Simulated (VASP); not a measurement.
A run of VASP 6.6.1 is set up as follows.

INCAR

```
PREC = Accurate ; ENCUT = 520
EDIFF = 1E-7 ; ISMEAR = 0
SIGMA = 0.1 ; LREAL = F
LASPH = T ; NELM = 100
ALGO = Fast ; ISIF = 2
LWAVE = F ; LCHARG = F
ISPIN = 2 ; MAGMOM = 1
LORBIT = 11 ; LMAXMIX = 4
GGA = PE ; NBANDS = 14
```

File KPOINTS:

```
regular mesh
0
Gamma
  18 18 18
```

Contents of POSCAR:

```
Ir                                      
1.0
    0.0000000000      1.8966695917      1.8966695917
    1.8966695917      0.0000000000      1.8966695917
    1.8966695917      1.8966695917      0.0000000000
  Ir            
     1
Direct
     0.0000000000000000    0.0000000000000000    0.0000000000000000
```

Potentials or basis: VASP PAW PBE potentials, release 64 (Ir).

Launch:

```sh
$ cat potpaw_PBE.64/Ir/POTCAR > POTCAR
$ mpirun -np 1 vasp_std > vasp.out
```

Problem. Estimate the band gap on the k mesh.

Solution. None (metal or under the smearing width).

Problem. What does it give for the net moment?

Solution. 0.00 μB per cell.

Problem. Predict the pressure.

Solution. 25.4 GPa.

Caveat: so large a pressure means that the cell lies far from this level's equilibrium, or that cutoff or potentials fall short. Spin-orbit coupling is left out, which matters for the levels of Ir.
